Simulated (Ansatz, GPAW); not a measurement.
# Geometry or basis: what sets the conductance of a Ga chain with one Si atom in line, part 2 of 3

Wanted: T(E) of a Ga chain with one Si atom in line at a relaxed geometry in two programs, beside the unrelaxed structure.

GPAW 26.7.0 and Ansatz 0.2.0; Ansatz plane waves; relaxation of the junction with the lead ends held; PAW set soft_1 (the session's first sound run).

So far. Step 2 (Relaxation): The relaxation lowered the energy of the cell by 0.573 eV.

### 3. Plane waves, PBE

Plane waves give the reference curve, free of the bias of atom-centred orbitals.

This step: Ansatz plane waves; Landauer transmission by layers, zero bias; PAW set soft_1 (Ansatz 0.2.0).

input.yaml reads:

```yaml
crystal:
  lattice:
    - [9.0, 0.0, 0.0]
    - [0.0, 9.0, 0.0]
    - [0.0, 0.0, 32.7838]
  atoms:
    - { symbol: Ga, position: [0.5, 0.5, 0.0388911597] }
    - { symbol: Ga, position: [0.5, 0.5, 0.116673479] }
    - { symbol: Ga, position: [0.5, 0.5, 0.1944557983] }
    - { symbol: Ga, position: [0.5, 0.5, 0.2722381176] }
    - { symbol: Ga, position: [0.6176990525, 0.4873537615, 0.351488328] }
    - { symbol: Ga, position: [0.5443335002, 0.4928906087, 0.4323865655] }
    - { symbol: Si, position: [0.6611104672, 0.4857324532, 0.4970501834] }
    - { symbol: Ga, position: [0.5435510204, 0.493980943, 0.5618436508] }
    - { symbol: Ga, position: [0.6090092099, 0.4839005868, 0.6444809278] }
    - { symbol: Ga, position: [0.5, 0.5, 0.7277618824] }
    - { symbol: Ga, position: [0.5, 0.5, 0.8055442017] }
    - { symbol: Ga, position: [0.5, 0.5, 0.883326521] }
    - { symbol: Ga, position: [0.5, 0.5, 0.9611088403] }
kpoints:
  mp_grid: { grid: [1, 1, 3] }
hamiltonian:
  xc: pbe
  pseudopotentials: { kind: paw, azcp: { folder: soft_1 } }
scf:
  occupations: { method: fermi_dirac, width: 0.1 }
output:
  transmission:
    leads: [[0, 1]]
    e_range: [-2, 2]
    de: 0.025
    kmesh: [1, 1]
    reduced_basis: true
  write_potential: true
  write_density: true
  volumetric_format: npy
```

Run with:

```
> ansatz run input.yaml --threads 4 --pin off --max-ram 8192MiB --backend cpu --events-out ev --progress --plain --runs-dir out
```

Numbers of over 12 decimals in the logs are rounded to 6 here.

Log:

```text
[...]
Crystal: 13 atoms, lattice volume = 2655.488 Å³
Basis set: ecut = 420 eV, 51857 PW (Γ)
Bands: 96, of which v1, the nominal top of the filled ones, is band 80 counted from 1 (79 counted from 0)
Symmetry: 1 space group operations
[...]
k-points: 2 of 3 (time reversal used)
[...]
SCF iter   1: F=—  HF=-46017.471185 eV  |F-HF|=—  |Δ(HF+E_count)|=         —  Δρ=1.01e-2  dr2=1.31e1  ethr=3.10e-3  ⟨swp⟩=6.0  Hψ=767  notcnv=0
[...]
SCF iter  14: F=-46015.260957 eV  HF=-46015.260957 eV  |F-HF|=1.90e-8  |Δ(HF+E_count)|=   5.20e-9  Δρ=7.70e-7  dr2=2.26e-8  ethr=6.25e-11  ⟨swp⟩=6.0  Hψ=591  notcnv=0
SCF 1 converged in 14 iterations: F = -46015.260957 eV  dr2 = 2.26e-8
[...]
transmission: 42 of 252 steps passed
transmission: 84 of 252 steps passed
[...]
transmission: 252 of 252 steps passed
WARN: The output density's exchange-correlation potential varies sharply where the density is thin. Do not read a vacuum level from v_tot or v_xc, or from such a field of the output density. On a cell that repeats whose density bears no net charge and no dipole along the vacuum's axis use v_es (v_loc + v_h of the components); under efield.dipole_correction with no amplitude use v_es + v_field, which holds any externa [...]
SCF converged after 14 iterations
Free energy (F): -46015.260957 eV
[...]
Internal energy: -46014.596432 eV  (E = F + TS)
E sigma→0 (E₀):  -46014.928694 eV
Entropy (-TS):   -0.664525 eV (-51.117 meV/atom)
Fermi energy:    -2.609507 eV
[...]
--- Band table (eV) ---
  k-point 0: bands = [... 76 lower, -2.8998, -2.7989, -2.7369, -2.6830, -2.5801, -2.5018, -2.3683, -2.2197, ... 12 higher]
  k-point 1: bands = [... 76 lower, -2.9247, -2.8170, -2.7757, -2.6470, -2.6089, -2.4344, -2.3301, -2.1794, ... 12 higher]
--- Transmission ---
  basis      : 717 plane waves across, 42 finite elements along
  points     : 1, standing for a mesh of 1 x 1
  filling    : by the input's occupations and mesh, since the crystals that have channels conduct as metals do. If one of these is a semiconductor, that mesh has misplaced its level
  energies   : 161 from -2.000000 to 2.000000 eV about the Fermi level, 0.025000 eV apart; the leads are filled to 0.000000 eV, and channels, transmission and decay are at 0.000000 eV
  crystal 0  : Ga1, at the sites [0, 1], period 2.5500 Å, over 20.40 Å; its Hamiltonian steps by up to 43.1 meV: too much for a lead, lay more layers or, if its atoms are ordered, name the step of that order
    offset         : up to 0.0000 Å between an atom of the period and one for which it stands
    filled         : 37.1 meV over the level at which it is neutral
    channels       : 3.000000e0 a spin
    conductance    : 2.8696e14 S/m² at 300 K; may be off by some 0.0 % by where its bands' edges are placed, 0.0 % from the distance to neutral
  junction   : crystal 0 to crystal 0, 0.70 to 30.93 Å
    transmission   : 5.910516e-1 a spin
    error estimate : 1.733879e-4 a spin from the reduction of the transverse basis, at the most 5.312991e-4 at 1.975000 eV
    conductance    : 5.6594e13 S/m² at 300 K (5.6594e13 on every other energy)
    error estimate : 0.0 % from the energy spacing and 0.0 % from band edges of the leads and from resonances (wavevectors taken as independent; lower de), 0.0 % from the reduction of the transverse basis, 8.6 % from the steps of its leads' Hamiltonians or their offsets (lay more layers), 3.7 % from the distance to neutral
    resistance     : 1.4185e-2 Ω µm² beyond half of each lead's own
```

The job ended after 77 s (4 threads of Arm Neoverse V2, shared host; peak memory 2.5 GiB).

This step gave:

```yaml
free_energy: -46015.2610 eV
lead_level: 0 eV from the Fermi level
transmission_at_the_fermi_level_one_spin: 0.5911
open_channels_of_the_lead_at_the_fermi_level_one_spin: 3
step_of_the_potential_along_the_lead: 43.1 meV
offset_of_the_lead: 0 Å
filling_of_the_lead_less_its_bulk_value_in_size: 37.1 meV
conductance: 0.5916 G₀
```

One spin. Transmission, zone mean against energy, zero at the Fermi level:

energy (eV), transmission, zone mean and a bar:
```
   -2.000       0.12 ##
   -1.900       0.09 #
   -1.800       0.07 #
   -1.700       0.06 #
   -1.600       0.04 
   -1.500       0.00 
   -1.400       0.08 #
   -1.300       0.06 #
   -1.200       0.05 #
   -1.100       0.04 #
   -1.000       0.04 #
   -0.900       0.05 #
   -0.800       0.07 #
   -0.700       0.17 ##
   -0.600       0.54 #######
   -0.500       0.89 ############
   -0.475       0.90 ############
   -0.400       0.85 ###########
   -0.300       0.60 ########
   -0.200       0.46 ######
   -0.100       0.53 #######
    0.000       0.59 ########
    0.100       0.65 #########
    0.200       0.74 ##########
    0.300       0.85 ###########
    0.400       1.01 #############
    0.500       1.23 ################
    0.600       1.47 ###################
    0.700       1.65 #####################
    0.800       1.77 #######################
    0.900       1.86 ########################
    1.000       1.92 #########################
    1.100       1.96 #########################
    1.200       1.98 ##########################
    1.300       2.00 ##########################
    1.400       2.03 ##########################
    1.500       2.09 ###########################
    1.600       2.16 ############################
    1.700       2.24 #############################
    1.800       2.29 ##############################
    1.900       2.30 ##############################
    2.000       2.30 ##############################
```

One spin. Open channels, zone mean against energy, zero at the Fermi level:

```tsv
energy (eV)	open channels, zone mean
-2.000	1
-1.900	1
-1.800	1
-1.700	1
-1.600	1
-1.500	0
-1.400	1
-1.300	1
-1.200	1
-1.100	1
-1.000	1
-0.900	1
-0.800	1
-0.700	1
-0.600	1
-0.500	1
-0.400	1
-0.300	1
-0.200	3
-0.100	3
0.000	3
0.100	3
0.200	3
0.300	3
0.400	3
0.500	3
0.600	3
0.700	3
0.800	3
0.900	3
1.000	3
1.100	3
1.200	3
1.300	3
1.400	3
1.500	3
1.600	3
1.700	3
1.800	3
1.900	3
2.000	3
```

Crystal 0, spin -, k parallel (0, 0); distinct values, listed up to 1.5 1/Å. The Im kz of the slowest decaying states by energy, zero at the Fermi level:

```tsv
energy (eV)	decay 1 (Å⁻¹)	decay 2 (Å⁻¹)	decay 3 (Å⁻¹)	decay 4 (Å⁻¹)
-2.0000	0.643	0.644	1.14	1.27
-1.7500	0.596	0.597	1.11	1.24
-1.5000	0.00465	0.544	0.545	1.08
-1.2500	0.487	0.488	1.05	1.19
-1.0000	0.421	0.422	1.01	1.16
-0.7500	0.342	0.344	0.981	1.13
-0.5000	0.237	0.239	0.947	1.10
-0.2500	0.911	1.07	1.18	1.18
0.0000	0.873	1.04	1.15	1.15
0.2500	0.834	1.01	1.13	1.13
0.5000	0.793	0.973	1.10	1.10
0.7500	0.750	0.938	1.07	1.07
1.0000	0.704	0.902	1.04	1.04
1.2500	0.655	0.865	1.01	1.01
1.5000	0.603	0.826	0.972	0.975
1.7500	0.545	0.785	0.937	0.942
2.0000	0.480	0.741	0.901	0.907
```

Crystal 0, spin -, k parallel (0, 0). Table of Re kz of states that move upwards by energy, zero at the Fermi level:

```tsv
energy (eV)	channel 1 (Å⁻¹)	channel 2 (Å⁻¹)	channel 3 (Å⁻¹)
-2.000	1.18	-	-
-1.900	1.19	-	-
-1.800	1.20	-	-
-1.700	1.21	-	-
-1.600	1.22	-	-
-1.500	-	-	-
-1.400	-1.23	-	-
-1.300	-1.21	-	-
-1.200	-1.20	-	-
-1.100	-1.19	-	-
-1.000	-1.18	-	-
-0.900	-1.17	-	-
-0.800	-1.16	-	-
-0.700	-1.15	-	-
-0.600	-1.15	-	-
-0.500	-1.14	-	-
-0.400	-1.13	-	-
-0.300	-1.12	-	-
-0.200	-1.11	0.128	0.133
-0.100	-1.10	0.203	0.206
0.000	-1.09	0.257	0.259
0.100	-1.08	0.301	0.303
0.200	-1.07	0.340	0.342
0.300	-1.06	0.375	0.377
0.400	-1.05	0.407	0.409
0.500	-1.04	0.437	0.439
0.600	-1.03	0.465	0.466
0.700	-1.03	0.492	0.493
0.800	-1.02	0.517	0.518
0.900	-1.01	0.541	0.542
1.000	-1.000	0.564	0.565
1.100	-0.991	0.586	0.588
1.200	-0.983	0.608	0.609
1.300	-0.974	0.629	0.630
1.400	-0.965	0.649	0.650
1.500	-0.957	0.669	0.670
1.600	-0.949	0.688	0.690
1.700	-0.940	0.707	0.708
1.800	-0.932	0.726	0.727
1.900	-0.924	0.744	0.745
2.000	-0.915	0.762	0.763
```

The electrostatic potential energy of an electron (with the applied field's), less the Fermi level, planar mean oscillates, so the rows of the table below give means over windows of 1 Å about each position, cut where the curve ends. Its first 14 maxima inside the range that stand out by 2 % of the span (Å: eV): 1.3: 3.54, 2.6: 3.62, 3.8: 3.55, 5.1: 3.63, 6.4: 3.51, 7.6: 3.52, 8.9: 3.40, 10.2: 3.49, 11.5: 3.38, 13.0: 3.68, 14.3: 3.80, 15.3: 3.89, 17.3: 3.87, 18.4: 3.78. Its first 14 minima: 0.7: 3.23, 1.9: 3.23, 3.2: 3.24, 4.4: 3.25, 5.8: 3.22, 7.0: 3.18, 8.3: 3.09, 9.5: 3.10, 10.9: 3.06, 12.1: 3.12, 13.6: 3.37, 14.7: 3.59, 16.3: 3.09, 17.8: 3.58.

Electrostatic potential energy of an electron (with the applied field's), less the Fermi level, planar mean against z; means over each step:

z (Å), electrostatic potential energy of an electron (with the applied field's), less the Fermi level, planar mean (eV) and a bar from the least value:
```
        0       3.50 #################
        1       3.39 ###########
        2       3.39 ###########
        3       3.42 #############
        4       3.42 #############
        5       3.50 #################
        6       3.36 #########
        7       3.32 #######
        8       3.31 #######
        9       3.28 #####
       10       3.34 ########
       11       3.21 #
       12       3.26 ####
       13       3.57 #####################
       14       3.63 ########################
       15       3.73 ##############################
       16       3.27 ####
       17       3.56 #####################
       18       3.68 ###########################
       19       3.49 #################
       20       3.45 ##############
       21       3.19 
       22       3.21 #
       23       3.24 ###
       24       3.22 ##
       25       3.36 #########
       26       3.32 #######
       27       3.36 #########
       28       3.45 ###############
       29       3.43 #############
       30       3.47 ################
       31       3.38 ##########
       32       3.37 ##########
```

The valence density, planar mean oscillates, so the rows of the table below give means over windows of 2.62 Å about each position, cut where the curve ends. Its maxima inside the range that stand out by 2 % of the span (Å: e/Å³): 1.3: 0.212, 3.8: 0.212, 6.4: 0.212, 8.9: 0.212, 11.5: 0.214, 14.1: 0.211, 18.4: 0.208, 21.1: 0.214, 23.9: 0.212, 26.4: 0.213, 29.0: 0.212, 31.5: 0.212. Its minima: 2.6: 0.0139, 5.1: 0.0138, 7.7: 0.0136, 10.2: 0.0128, 12.8: 0.0122, 17.3: 0.0226, 19.8: 0.0115, 22.4: 0.0111, 25.1: 0.0136, 27.7: 0.0138, 30.2: 0.0138.

Valence density, planar mean against z; means over each step:

```tsv
z (Å)	valence density, planar mean (e/Å³)
1.31	0.0616
3.93	0.0617
6.55	0.0617
9.17	0.0613
11.79	0.0607
14.41	0.0644
17.03	0.0399
19.65	0.0548
22.27	0.0552
24.89	0.0647
27.51	0.0657
30.13	0.0663
```

The largest of the program's own error estimates on the conductance is 8.6 %. T at the Fermi level is 0.591; the potential still steps by 43.1 meV from one lead period to the next, more than the program accepts for a lead, so the cell is too short for a firm reference, and the program's own error estimates apply.

### 4. GPAW, dzp

Localised orbitals split the wire into layers that couple to their neighbours alone, which is what the Green's function method needs; double zeta with polarisation is the usual level for numbers.

This step: GPAW LCAO, PAW setups; Landauer transmission from Green's functions with principal layers (ASE), zero bias (GPAW 26.7.0).

run.py reads:

```python
import json
import numpy as np
from ase import Atoms
from ase.transport.calculators import TransportCalculator
from gpaw import GPAW, FermiDirac
from gpaw.lcao.tools import get_lcao_hamiltonian
from scipy.linalg import eigh

# The junction with lead layers at both ends, along the third cell vector
device = Atoms(
    ['Ga', 'Ga', 'Ga', 'Ga', 'Ga', 'Ga', 'Si', 'Ga', 'Ga', 'Ga', 'Ga', 'Ga', 'Ga'],
    positions=[
        [4.50000, 4.50000, 1.27500],
        [4.50000, 4.50000, 3.82500],
        [4.50000, 4.50000, 6.37500],
        [4.50000, 4.50000, 8.92500],
        [5.55929, 4.38618, 11.52312],
        [4.89900, 4.43602, 14.17527],
        [5.94999, 4.37159, 16.29519],
        [4.89196, 4.44583, 18.41937],
        [5.48108, 4.35511, 21.12853],
        [4.50000, 4.50000, 23.85880],
        [4.50000, 4.50000, 26.40880],
        [4.50000, 4.50000, 28.95880],
        [4.50000, 4.50000, 31.50880]],
    cell=[[9.0, 0.0, 0.0], [0.0, 9.0, 0.0], [0.0, 0.0, 32.7838]],
    pbc=True)

# One principal layer of the lead: the first 3 atoms of the device
lead = Atoms(
    ['Ga', 'Ga', 'Ga'],
    positions=[
        [4.50000, 4.50000, 1.27500],
        [4.50000, 4.50000, 3.82500],
        [4.50000, 4.50000, 6.37500]],
    cell=[[9.0, 0.0, 0.0], [0.0, 9.0, 0.0], [0.0, 0.0, 7.65]],
    pbc=True)

settings = dict(mode='lcao', basis='dzp', xc='PBE', h=0.2,
                occupations=FermiDirac(0.1), maxiter=250,
                mixer=dict(beta=0.1, nmaxold=8, weight=100.0),
                convergence=dict(density=0.0001))
energies = np.arange(-2, 2 + 1e-9, 0.025)
eta = 0.0001
n1, n2 = 1, 1
# k and -k transmit alike, so half of the mesh across the current serves
mesh = [(i, j) for i in range(n1) for j in range(n2) if (i, j) <= (-i % n1, -j % n2)]
weights = np.array([1 if (i, j) == (-i % n1, -j % n2) else 2 for i, j in mesh]) / (n1 * n2)

# [... helper functions left out ...]
fermi_lead = ground_state(lead, (1, 1, 15), 'lead.txt')
fermi_device = ground_state(device, (1, 1, 3), 'device.txt')
# [... loop over the mesh left out, but for ...]
        # Shift the lead onto the potential of the device's first layer
        shift = ((H[:, 0, 0] - H0[:, 0, 0]) / S0[0, 0]).real.mean()
# [...]
kT = 8.617333e-5 * 300
bias = [0.1, 0.2, 0.5, 1.0, 1.5, 2.0]
# [... integrals and printing left out ...]
```

Run with:

```
> OMP_NUM_THREADS=1 OPENBLAS_NUM_THREADS=1 python run.py
```

Log:

```text
basis functions: device 169, principal layer 39
Fermi level: lead -2.8498 eV, device -2.8487 eV; lead shifted by -0.0124 eV
largest coupling past the next layer 6.03e-05 eV, largest misfit of the first layer 0.045 eV
  E-E_F (eV)   T (one spin)  [channel counts left out]
    -2.000    1.2892e-01
    -1.975    1.2228e-01
    -1.950    1.1607e-01
    -1.925    1.1025e-01
    -1.900    1.0479e-01
    -1.875    9.9639e-02
    -1.850    9.4766e-02
    -1.825    9.0134e-02
    -1.800    8.5705e-02
    -1.775    8.1442e-02
    -1.750    7.7302e-02
    -1.725    7.3236e-02
    -1.700    6.9181e-02
    -1.675    6.5056e-02
    -1.650    6.0737e-02
    -1.625    5.6033e-02
[...]
1.825    2.2813e+00
     1.850    2.2892e+00
     1.875    2.2949e+00
     1.900    2.2984e+00
     1.925    2.3001e+00
     1.950    2.3005e+00
     1.975    2.2999e+00
     2.000    2.2990e+00
conductance at 300 K: 0.59773 G0 a cell; thermopower -7.629 uV/K
current from the zero-bias T(E) at 0.1 V: 4.6327 uA
current from the zero-bias T(E) at 0.2 V: 9.2739 uA
current from the zero-bias T(E) at 0.5 V: 23.512 uA
current from the zero-bias T(E) at 1.0 V: 56.978 uA
current from the zero-bias T(E) at 1.5 V: 95.407 uA
current from the zero-bias T(E) at 2.0 V: 132.41 uA
```

Run time: 53 s. Hardware: 1 thread; peak memory 1.1 GiB.

Numbers from this step:

| Item | Value |
| --- | --- |
| conductance | 0.5977 G₀ |
| thermopower | -7.629 μV/K |
| largest coupling past the next principal layer | 6.03e-5 eV |
| largest misfit of the first principal layer | 0.04452 eV |
| shift that aligns the lead | -0.01239 eV |
| basis functions of the junction | 169 |
| basis functions of a principal layer | 39 |
| transmission at the Fermi level (one spin) | 0.5972 |

One spin. Transmission, zone mean against energy, zero at the Fermi level:

```tsv
energy (eV)	transmission, zone mean
-2.000	0.129
-1.900	0.105
-1.800	0.0857
-1.700	0.0692
-1.600	0.0506
-1.500	2.4e-7
-1.400	0.0784
-1.300	0.0594
-1.200	0.0512
-1.100	0.0469
-1.000	0.0464
-0.900	0.0534
-0.800	0.0820
-0.700	0.197
-0.600	0.576
-0.500	0.885
-0.475	0.899
-0.400	0.848
-0.300	0.599
-0.200	0.470
-0.100	0.537
0.000	0.597
0.100	0.662
0.200	0.743
0.300	0.854
0.400	1.01
0.500	1.23
0.600	1.47
0.700	1.66
0.800	1.79
0.900	1.87
1.000	1.93
1.100	1.96
1.200	1.97
1.300	1.99
1.400	2.02
1.500	2.06
1.600	2.13
1.700	2.21
1.800	2.27
1.900	2.30
2.000	2.30
```

Not self-consistent under bias; the bias window is split evenly. Current through one cell, from the zero-bias transmission against bias:

```tsv
bias (V)	current through one cell, from the zero-bias transmission (μA)
0.100	4.63
0.200	9.27
0.500	23.5
1.000	57.0
1.500	95.4
2.000	132
```

Transmission of the three most open eigenchannels against energy, zero at the Fermi level:

```tsv
energy (eV)	channel 1	channel 2	channel 3
-2.000	0.129	0	0
-1.900	0.105	0	0
-1.800	0.0857	0	0
-1.700	0.0692	0	0
-1.600	0.0506	0	0
-1.500	2.4e-7	0	0
-1.400	0.0784	0	0
-1.300	0.0594	0	0
-1.200	0.0512	0	0
-1.100	0.0469	0	0
-1.000	0.0464	0	0
-0.900	0.0534	0	0
-0.800	0.0820	0	0
-0.700	0.197	0	0
-0.600	0.576	0	0
-0.500	0.885	0	0
-0.400	0.848	1.8e-12	1.2e-12
-0.300	0.599	2.2e-8	2.5e-10
-0.200	0.370	0.0916	0.00764
-0.100	0.370	0.147	0.0197
0.000	0.409	0.158	0.0303
0.100	0.459	0.164	0.0387
0.200	0.507	0.190	0.0463
0.300	0.547	0.251	0.0554
0.400	0.583	0.363	0.0685
0.500	0.614	0.532	0.0879
0.600	0.717	0.635	0.117
0.700	0.841	0.657	0.162
0.800	0.891	0.670	0.225
0.900	0.887	0.675	0.307
1.000	0.848	0.674	0.404
1.100	0.786	0.671	0.502
1.200	0.715	0.672	0.587
1.300	0.688	0.657	0.643
1.400	0.731	0.688	0.596
1.500	0.788	0.715	0.560
1.600	0.857	0.734	0.541
1.700	0.929	0.742	0.538
1.800	0.981	0.737	0.552
1.900	0.998	0.716	0.584
2.000	0.986	0.677	0.636
```

At the Fermi level T is 0.597 against 0.591 in plane waves. Couplings past the next layer reach 6.0e-5 eV, small enough to drop; the matrix elements of the cell's first layer differ from the bulk lead's by up to 0.045 eV. That layer keeps its own values in the calculation, and only beyond it is the lead taken as perfect. The Fermi levels of lead and junction count from different zeros of potential, one for each periodic cell; with both set to zero, the small remaining shift is what aligns them. By hand: G = 0.5977 × 77.48 μS = 46.3 μS, a resistance of 21.6 kΩ; at 0.1 V a linear junction would pass 4.63 μA, and the integral over the bias window gives 4.63 μA. Mott's formula, S = -(π²/3)(k_B²T/e) d ln T/dE, has the prefactor 7.33 μV/K·eV at 300 K; T = 0.5824 at -0.025 eV and 0.6124 at 0.025 eV give a slope of 1.01 per eV and S = -7.38 μV/K, beside -7.63 μV/K from the thermal integral, which interpolates the same grid.

(Part 2 of 3 ends here.)

[Logs are printed without paths, hosts, clocks, repeated set-up lines and the standing remarks that a program may print on its own settings, such as how far it seeks lower states.]

[Hosts, paths, dates, database ids (printed as entryN), source tags and the programs' standing remarks are cut or masked in the printed files.]
